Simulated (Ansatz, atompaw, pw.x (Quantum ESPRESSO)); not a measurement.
Equation-of-state test of one PAW (atompaw) potential (silicon)

atompaw 4.2.0.5 input, output lines left out:

```
Si 14
GGA-PBE scalarrelativistic loggrid 1500 logderivrange -3 5 201
3 3 0 0 0 0
3 1 2
0 0 0
c
c
v
c
v
1
2.45 1.96 1.85 2.30
y
1.7
n
y
0.2
n
custom polynom2 7 10 vanderbiltortho sinc
bessel
1.65
1.65
2.45
2.45
```

Crystal test: bcc Si in pw.x 7.5, no spin, 15³ k-points, Fermi–Dirac smearing 0.01 Ry, cutoffs 40/400 Ry. The lattice is a test structure that the element need not adopt, and mesh and smearing are coarse.

pw.x input:

```
&control
  calculation='scf', prefix='x', pseudo_dir='./', outdir='./tmp', tstress=.true., disk_io='none'
/
&system
  ibrav=0, nat=1, ntyp=1, ecutwfc=40, ecutrho=400, nbnd=9,
  occupations='smearing', smearing='fd', degauss=0.01
/
&electrons
  conv_thr=1e-09, mixing_beta=0.4, electron_maxstep=70
/
ATOMIC_SPECIES
Si 1.0 Si.UPF
CELL_PARAMETERS angstrom
  -1.53943562 1.53943562 1.53943562
  1.53943562 -1.53943562 1.53943562
  1.53943562 1.53943562 -1.53943562
ATOMIC_POSITIONS crystal
Si 0.0000 0.0000 0.0000
K_POINTS automatic
15 15 15 0 0 0
```

```bash
pw.x < Si.scf.in > Si.scf.out
```

Task: How does the run end?

Result: It converges; the pressure is 11.30 GPa against 0.35 GPa from all-electron LAPW. This is a poor potential for the solid. The log shows:

```
     number of Kohn-Sham states=            9
     kinetic-energy cutoff     =      40.0000  Ry
     charge density cutoff     =     400.0000  Ry
     scf convergence threshold =      1.0E-09
     Exchange-correlation= SLA PW PBX PBC
     number of k points=   120  Fermi-Dirac smearing, width (Ry)=  0.0100
     iteration #  1     ecut=    40.00 Ry     beta= 0.40
     total energy              =     -46.66261575 Ry
     estimated scf accuracy    <       0.00283984 Ry
     iteration #  2     ecut=    40.00 Ry     beta= 0.40
     total energy              =     -46.66279992 Ry
     estimated scf accuracy    <       0.00084870 Ry
     iteration #  3     ecut=    40.00 Ry     beta= 0.40
     total energy              =     -46.66291802 Ry
     estimated scf accuracy    <       0.00000540 Ry
     iteration #  4     ecut=    40.00 Ry     beta= 0.40
     total energy              =     -46.66292929 Ry
     estimated scf accuracy    <       0.00000037 Ry
     iteration #  5     ecut=    40.00 Ry     beta= 0.40
     total energy              =     -46.66292956 Ry
     estimated scf accuracy    <       0.00000008 Ry
     iteration #  6     ecut=    40.00 Ry     beta= 0.40
     total energy              =     -46.66292959 Ry
     estimated scf accuracy    <          4.6E-09 Ry
     iteration #  7     ecut=    40.00 Ry     beta= 0.40
     the Fermi energy is    10.5592 ev
!    total energy              =     -46.66292960 Ry
     estimated scf accuracy    <          3.3E-11 Ry
     smearing contrib. (-TS)   =      -0.00178721 Ry
     The total energy is F=E-TS. E is the sum of the following terms:
     one-electron contribution =       5.09566720 Ry
     hartree contribution      =       0.03277158 Ry
     xc contribution           =      -2.45289478 Ry
     ewald contribution        =     -10.00782043 Ry
     one-center paw contrib.   =     -39.32886595 Ry
     convergence has been achieved in   7 iterations
          total   stress  (Ry/bohr**3)                   (kbar)     P=      112.97
     Message from routine punch:
     Nothing written, as per user request (disk_io='none')
```
